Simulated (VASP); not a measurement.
# InP (F-43m) in VASP: G0W0 quasiparticle levels with PBE

Aim: the G0W0 quasiparticle levels of InP with PBE.

Everything below comes from runs of VASP 6.6.1. Logs are shortened: lines on timing, memory, paths and dates and some standing lists are left out, and cuts for length are marked.

## (1) The structure

It takes space group F-43m (No. 216, cubic). The conventional cell has a = 5.861 Å, b = 5.861 Å, c = 5.861 Å, α = 90.00°, β = 90.00°, γ = 90.00°. Around In (site symmetry -43m) lie 4 P at 2.54 Å. P (site symmetry -43m) is surrounded by 4 In at 2.54 Å.

## (2) G0W0 quasiparticle levels, PBE

File POSCAR:

```
InP
1.0
    0.0000000000      2.9305000000      2.9305000000
    2.9305000000      0.0000000000      2.9305000000
    2.9305000000      2.9305000000      0.0000000000
In P
1 1
Direct
    0.0000000000      0.0000000000      0.0000000000
    0.2500000000      0.2500000000      0.2500000000
```

File INCAR.step1:

```
SYSTEM = InP
ALGO = Normal
EDIFF = 1E-8
ENCUT = 420
GGA = PE
ISMEAR = 0
LASPH = .TRUE.
LCHARG = .FALSE.
LREAL = .FALSE.
LWAVE = .TRUE.
NELM = 100
PREC = Accurate
SIGMA = 0.01
```

File INCAR.step2:

```
SYSTEM = InP
ALGO = Exact
EDIFF = 1E-8
ENCUT = 420
GGA = PE
ISMEAR = 0
ISTART = 1
LASPH = .TRUE.
LCHARG = .FALSE.
LOPTICS = .TRUE.
LREAL = .FALSE.
LWAVE = .TRUE.
NBANDS = 149
NELM = 1
PREC = Accurate
SIGMA = 0.01
```

File INCAR.step3:

```
SYSTEM = InP
ALGO = EVGW0
EDIFF = 1E-8
ENCUT = 420
ENCUTGW = 200
GGA = PE
ISMEAR = 0
ISTART = 1
LASPH = .TRUE.
LCHARG = .FALSE.
LREAL = .FALSE.
LWAVE = .FALSE.
NBANDS = 149
NBANDSGW = 17
NELMGW = 1
NOMEGA = 60
PREC = Accurate
PRECFOCK = Fast
SIGMA = 0.01
```

File KPOINTS:

```
k-points
0
G
  4 4 4
  0 0 0
```

Potentials or basis: VASP PAW PBE potentials, release 64 (In_d_GW, P_GW).

Launch:

```bash
cat potpaw_PBE.64/In_d_GW/POTCAR potpaw_PBE.64/P_GW/POTCAR > POTCAR
cp INCAR.step1 INCAR
mpirun -np 1 vasp_std > vasp.out
cp INCAR.step2 INCAR
mpirun -np 1 vasp_std > vasp.out
cp INCAR.step3 INCAR
mpirun -np 1 vasp_std > vasp.out
```

OUTCAR:

```text
SYSTEM = InP
   EDIFF = 1E-8
   ENCUT = 420
   ENCUTGW = 200
   GGA = PE
   ISMEAR = 0
   ISTART = 1
   LASPH = .TRUE.
   LREAL = .FALSE.
   NELMGW = 1
   PREC = Accurate
   PRECFOCK = Fast

 ion  position               nearest neighbor table
   1  0.000  0.000  0.000-   2 2.54   2 2.54   2 2.54   2 2.54
   2  0.250  0.250  0.250-   1 2.54   1 2.54   1 2.54   1 2.54

  LATTYP: Found a face centered cubic cell.
 ALAT       =     5.8610000000

  Lattice vectors:

 A1 = (   0.0000000000,   2.9305000000,   2.9305000000)
 A2 = (   2.9305000000,   0.0000000000,   2.9305000000)
 A3 = (   2.9305000000,   2.9305000000,   0.0000000000)

Analysis of symmetry for initial positions (statically):
=====================================================================
 Subroutine PRICEL returns:
 Original cell was already a primitive cell.

 Routine SETGRP: Setting up the symmetry group for a
 face centered cubic supercell.

 Subroutine GETGRP returns: Found 24 space group operations
 (whereof 24 operations were pure point group operations)
 out of a pool of 48 trial point group operations.

The static configuration has the point symmetry T_d .

Analysis of symmetry for dynamics (positions and initial velocities):
=====================================================================
 Subroutine PRICEL returns:
 Original cell was already a primitive cell.

 Routine SETGRP: Setting up the symmetry group for a
 face centered cubic supercell.

 Subroutine GETGRP returns: Found 24 space group operations
 (whereof 24 operations were pure point group operations)
 out of a pool of 48 trial point group operations.

The dynamic configuration has the point symmetry T_d .

 Subroutine INISYM returns: Found 24 space group operations
 (whereof 24 operations are pure point group operations),
 and found     1 'primitive' translations

----------------------------------------------------------------------------------------

                                     Primitive cell

  volume of cell :      50.3333

  direct lattice vectors                    reciprocal lattice vectors
     0.000000000  2.930500000  2.930500000    -0.170619348  0.170619348  0.170619348
     2.930500000  0.000000000  2.930500000     0.170619348 -0.170619348  0.170619348
     2.930500000  2.930500000  0.000000000     0.170619348  0.170619348 -0.170619348

  length of vectors
     4.144352845  4.144352845  4.144352845     0.295521380  0.295521380  0.295521380

  position of ions in fractional coordinates (direct lattice)
     0.000000000  0.000000000  0.000000000
     0.250000000  0.250000000  0.250000000

  ion indices of the primitive-cell ions
   primitive index   ion index
                 1           1
                 2           2

----------------------------------------------------------------------------------------

 KPOINTS: k-points

Automatic generation of k-mesh.
 Grid dimensions read from file:
 generate k-points for:    4    4    4

 Generating k-lattice:

  Cartesian coordinates                     Fractional coordinates (reciprocal lattice)
    -0.042654837  0.042654837  0.042654837     0.250000000  0.000000000  0.000000000
     0.042654837 -0.042654837  0.042654837     0.000000000  0.250000000  0.000000000
     0.042654837  0.042654837 -0.042654837     0.000000000  0.000000000  0.250000000

  Length of vectors
     0.073880345  0.073880345  0.073880345

  Shift w.r.t. Gamma in fractional coordinates (k-lattice)
     0.000000000  0.000000000  0.000000000

 Subroutine IBZKPT returns following result:
 ===========================================

 Found      8 irreducible k-points:

 Following reciprocal coordinates:
            Coordinates               Weight
  0.000000  0.000000  0.000000      1.000000
  0.250000  0.000000  0.000000      8.000000
  0.500000  0.000000  0.000000      4.000000
  0.250000  0.250000  0.000000      6.000000
  0.500000  0.250000  0.000000     24.000000
 -0.250000  0.250000  0.000000     12.000000
  0.500000  0.500000  0.000000      3.000000
 -0.250000  0.500000  0.250000      6.000000
   k-points           NKPTS =      8   k-points in BZ     NKDIM =     64   number of bands    NBANDS=    149
   number of dos      NEDOS =    301   number of ions     NIONS =      2
   total plane-waves  NPLWV =  21952
   dimension x,y,z NGX =    28 NGY =   28 NGZ =   28
   dimension x,y,z NGXF=    56 NGYF=   56 NGZF=   56
   ions per type =               1   1
   NGX,Y,Z   is equivalent  to a cutoff of  11.23, 11.23, 11.23 a.u.
   NGXF,Y,Z  is equivalent  to a cutoff of  22.46, 22.46, 22.46 a.u.
 SYSTEM =  InP
   PREC   = accura    normal or accurate (medium, high low for compatibility)
   ISTART =      1    job   : 0-new  1-cont  2-samecut
   ICHARG =      0    charge: 1-file 2-atom 10-const
   ISPIN  =      1    spin polarized calculation?
   LNONCOLLINEAR =      F non collinear calculations
   LSORBIT =      F    spin-orbit coupling
   LASPH  =      T    aspherical Exc in radial PAW
   ENCUT  =  420.0 eV  30.87 Ry    5.56 a.u.   6.93  6.93  6.93*2*pi/ulx,y,z
   NELM   =     60;   NELMIN=  2; NELMDL=  0     # of ELM steps
   EDIFF  = 0.1E-07   stopping-criterion for ELM
   LREAL  =      F    real-space projection
   EDIFFG = 0.1E-06   stopping-criterion for IOM
   NSW    =      0    number of steps for IOM
   IBRION =     -1    ionic relax: 0-MD 1-quasi-New 2-CG
   NFREE  =      0    steps in history (QN), initial steepest desc. (CG)
   ISIF   =      0    stress and relaxation
   ISYM   =      3    0-nonsym 1-usesym 2-fastsym
   POTIM  = 0.5000    time-step for ionic-motion
   TEBEG  =    0.0;   TEEND  =   0.0 temperature during run
   PSTRESS=    0.0 pullay stress
   NELECT =      18.0000    total number of electrons
   NUPDOWN=      -1.0000    fix difference up-down
   EMIN   =  10.00;   EMAX   =-10.00  energy-range for DOS
   EFERMI =   0.00;   METHOD = LEGACY
   ISMEAR =     0;   SIGMA  =   0.01  broadening in eV -4-tet -1-fermi 0-gaus
   EFERMI_NEDOS =   21; number of points for ismear=-14 and -15
   IALGO  =     38    algorithm
   IMIX   =      4    mixing-type and parameters
     AMIX     =   0.40;   BMIX     =  1.00
     AMIX_MAG =   1.60;   BMIX_MAG =  1.00
  volume/ion in A,a.u.               =      25.17       169.83
  Fermi-wavevector in a.u.,A,eV,Ry     =   1.162021  2.195901 18.371846  1.350293
  Thomas-Fermi vector in A             =   2.298587
   LORBIT       =      0    0 simple, 1 ext, 2 COOP (PROOUT), +10 PAW based schemes
   GGA     = PE    functional components
   LHFCALC =     T    Hartree Fock is set to
   PRECFOCK=fast      Normal, Fast or Accurate (Low or Medium for compatibility)
   ENCUT4O =  -1.0   cutoff for four orbital integrals eV
   NKREDX  =     1    reduce k-point grid by
   NKREDY  =     1    reduce k-point grid by
   NKREDZ  =     1    reduce k-point grid by
   AEXX    =    1.0000 exact exchange contribution
   HFSCREEN=    0.0000 screening length (either q_TF or 0.3 A-1)
   HFSCREENC=   0.0000 screening length for correlation (either q_TF or 0.3 A-1)
   ENCUTFOCK=  -1.0 apply spherical cutoff to Coloumb kernel
   IVDW    =     0    specifies the selected vdW correction
   LEPSILON=     F    determine dielectric tensor
   LRPA    =     F    only Hartree local field effects (RPA)
   LRPAFORCE           =     F    calculate RPA forces
   ENCUTGW             = 200.0    cutoff for response function in eV
   ENCUTGWSOFT         = 160.0    soft cutoff for Coulomb kernel in GW response function in eV
   ENCUTLF             =  -1.0    cutoff for local field effects
   NELMGW              =     1    number of iterations in solving QP/BSE equation
   NELMHF              =     1    number of iterations in the inner HF iteration
   NKREDLFX            =     1    NKREDLFY  =   1   NKREDLFZ  =   1
 non-spin polarized calculation
 Gauss-broadening in eV      SIGMA  =   0.01
  energy-cutoff  :      420.00
  volume of cell :       50.33
 maximum number of plane-waves:       992
  NGX = 16; NGY = 16; NGZ = 16
   NGX = 13   NGY = 13   NGZ = 13
 maximum number of plane-waves:       332

 QP shifts <psi_nk| G(iteration)W_0 |psi_nk>: iteration 1
 for sc-GW calculations column KS-energies equals QP-energies in previous step
 and V_xc(KS)=  KS-energies - (<T + V_ion + V_H > + <T+V_H+V_ion>^1  + <V_x>^1)

 k-point   1 :       0.0000    0.0000    0.0000
  band No.  KS-energies  QP-energies   sigma(KS)   V_xc(KS)     V^pw_x(r,r')   Z            occupation Imag(sigma)

      1     -10.2874     -12.4071     -19.6437     -16.5930     -25.3072       0.6948       2.0000       0.2923
      2     -10.2874     -12.4071     -19.6437     -16.5930     -25.3072       0.6948       2.0000       0.2923
      3     -10.2874     -12.4071     -19.6437     -16.5930     -25.3072       0.6948       2.0000       0.2923
      4     -10.1383     -12.2927     -19.7789     -16.6813     -25.3332       0.6955       2.0000       0.2299
      5     -10.1383     -12.2927     -19.7789     -16.6813     -25.3332       0.6955       2.0000       0.2299
      6      -7.5661      -7.9551     -11.9564     -11.3000     -18.2674       0.5927       2.0000       0.8282
[... 9 lines left out ...]
     16      13.3525      13.5062     -10.0165     -10.2280      -4.5877       0.7266       0.0000      -0.2080
     17      15.1250      14.8919      -7.9113      -7.5959      -2.2682       0.7392       0.0000      -0.4019

 k-point   2 :       0.2500    0.0000    0.0000
  band No.  KS-energies  QP-energies   sigma(KS)   V_xc(KS)     V^pw_x(r,r')   Z            occupation Imag(sigma)

      1     -10.3481     -12.3922     -19.4179     -16.4542     -25.1644       0.6897       2.0000       0.3102
      2     -10.2647     -12.3907     -19.6725     -16.6178     -25.3267       0.6960       2.0000       0.2904
      3     -10.2647     -12.3907     -19.6725     -16.6178     -25.3267       0.6960       2.0000       0.2904
      4     -10.1357     -12.2943     -19.7794     -16.6842     -25.3388       0.6974       2.0000       0.2317
      5     -10.1357     -12.2943     -19.7794     -16.6842     -25.3388       0.6974       2.0000       0.2317
      6      -6.8895      -7.3490     -12.3200     -11.5999     -18.3351       0.6380       2.0000       0.8168
[... 9 lines left out ...]
     16      13.0806      12.8128      -7.7392      -7.3771      -2.3431       0.7398       0.0000      -0.2473
     17      16.3215      16.2120      -8.9121      -8.7626      -2.9173       0.7325       0.0000      -0.4749

 k-point   3 :       0.5000    0.0000    0.0000
  band No.  KS-energies  QP-energies   sigma(KS)   V_xc(KS)     V^pw_x(r,r')   Z            occupation Imag(sigma)
[... 85 lines left out ...]
      1     -10.4694     -12.4331     -19.1798     -16.3084     -25.0220       0.6839       2.0000       0.3344
      2     -10.1892     -12.3213     -19.6639     -16.5889     -25.2376       0.6934       2.0000       0.2385
      3     -10.1840     -12.3303     -19.7888     -16.7175     -25.4184       0.6988       2.0000       0.2805
      4     -10.1840     -12.3303     -19.7888     -16.7175     -25.4184       0.6988       2.0000       0.2805
      5     -10.1036     -12.2658     -19.8124     -16.7220     -25.3773       0.6996       2.0000       0.2316
      6      -5.1813      -5.6530     -13.1219     -12.4245     -18.5895       0.6765       2.0000       0.6661
[... 9 lines left out ...]
     16      15.7071      15.8084     -10.2708     -10.4092      -4.2850       0.7316       0.0000      -0.4315
     17      15.7071      15.8084     -10.2708     -10.4092      -4.2850       0.7316       0.0000      -0.4315

 k-point   8 :      -0.2500    0.5000    0.2500
  band No.  KS-energies  QP-energies   sigma(KS)   V_xc(KS)     V^pw_x(r,r')   Z            occupation Imag(sigma)

      1     -10.4360     -12.3915     -19.2002     -16.3376     -25.0521       0.6831       2.0000       0.3376
      2     -10.2285     -12.3634     -19.7240     -16.6555     -25.3547       0.6958       2.0000       0.2755
      3     -10.1928     -12.3331     -19.7431     -16.6779     -25.3732       0.6983       2.0000       0.2791
      4     -10.1585     -12.3012     -19.7498     -16.6639     -25.3204       0.6943       2.0000       0.2353
      5     -10.1234     -12.2781     -19.7817     -16.6928     -25.3472       0.6976       2.0000       0.2323
      6      -5.1020      -5.5789     -13.2766     -12.5706     -18.7279       0.6755       2.0000       0.6575
[... 9 lines left out ...]
     16      15.9539      16.1507     -10.3127     -10.5860      -4.0203       0.7198       0.0000      -0.4715
     17      15.9616      15.9006      -9.4656      -9.3823      -3.4174       0.7324       0.0000      -0.4753
```

Run time: 3.5 min. Hardware: 1 thread of Intel Xeon Platinum 8488C (Sapphire Rapids), shared host; peak memory 0.54 GiB.

What came out:

```yaml
Band_gap_on_the_k_mesh_mean-field_level: 0.69 eV, direct
Quasiparticle_gap: 1.24 eV
Least_direct_quasiparticle_gap: 1.24 eV
```

Levels at points of the mesh, in eV from the valence-band top:
| k point | band 5 | band 6 | band 7 | band 8 | band 9 | band 10 | band 11 | band 12 | band 13 |
| --- | --- | --- | --- | --- | --- | --- | --- | --- | --- |
| (0.00, 0.00, 0.00) | -14.10 | -11.52 | 0.00 | 0.00 | 0.00 | 0.69 | 4.06 | 4.06 | 4.06 |
| (0.50, 0.00, 0.00) | -14.08 | -9.80 | -5.75 | -0.98 | -0.98 | 1.48 | 4.78 | 4.78 | 7.09 |
| (0.50, 0.50, 0.00) | -14.06 | -9.14 | -5.78 | -2.33 | -2.33 | 1.74 | 2.25 | 9.21 | 9.56 |

Caveat: the k mesh is coarse (spacing up to 0.46 Å⁻¹), so the values aren't converged; bands, screening cutoff and mesh are small and nothing is extrapolated, so the quasiparticle values aren't converged; spin-orbit coupling is left out, which moves the levels of the heavy elements.
